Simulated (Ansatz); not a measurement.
## Au: do energies and stresses tell the same story?

These are results of DFT r2SCAN, scalar-relativistic, plane waves, PAW (Ansatz), not measurements.

Cutoff 500 eV; k points 18×18×18 on the computed 1-atom cell (Γ-centred); Gaussian smearing, width 0.10 eV; no spin polarisation.

Relaxed cell: Fm-3m, a = 4.124 Å, b = 4.124 Å, c = 4.124 Å, α = 90.00°, β = 90.00°, γ = 90.00°, 1 atom in the primitive cell.

Energies at zero smearing and pressures from the stress tensor, at volumes with shape and atoms relaxed:
| V (Å³/atom) | E − E(first) (meV/atom) | P (GPa) |
| --- | --- | --- |
| 15.431 | 0.00 | 28.83 |
| 15.957 | -78.54 | 19.34 |
| 16.483 | -128.93 | 11.58 |
| 17.009 | -156.20 | 5.22 |
| 17.535 | -164.56 | 0.03 |
| 18.061 | -157.48 | -4.19 |
| 18.587 | -137.88 | -7.56 |
| 19.288 | -96.83 | -11.00 |

Problem. Check P = −dE/dV between neighbouring volumes, and get the bulk modulus from the pressures alone.

Solution. With 1 eV/Å³ = 160.2 GPa:
| middle V (Å³/atom) | −ΔE/ΔV (GPa) | mean P (GPa) |
| --- | --- | --- |
| 15.694 | 23.922 | 24.085 |
| 16.220 | 15.346 | 15.462 |
| 16.746 | 8.305 | 8.402 |
| 17.272 | 2.546 | 2.625 |
| 17.798 | -2.156 | -2.082 |
| 18.324 | -5.971 | -5.878 |
| 18.938 | -9.377 | -9.280 |

The two differ by 0.16 GPa at most. The mean of two end pressures misses the average over a step by about ΔV² P″/12, up to 0.15 GPa here; with that taken off 0.03 GPa remains, from the smearing term (the stress is the derivative of the free energy), the finite cutoff, the mesh or the relaxation's tolerance. Around V = 17.535 Å³/atom, the two neighbours give B = −V ΔP/ΔV = 17.535 × 9.41 / 1.052 = 156.9 GPa, against B0 = 154.9 GPa from the Birch–Murnaghan fit of the energies.

Spin–orbit coupling is left out, which can shift energies with elements as heavy as these.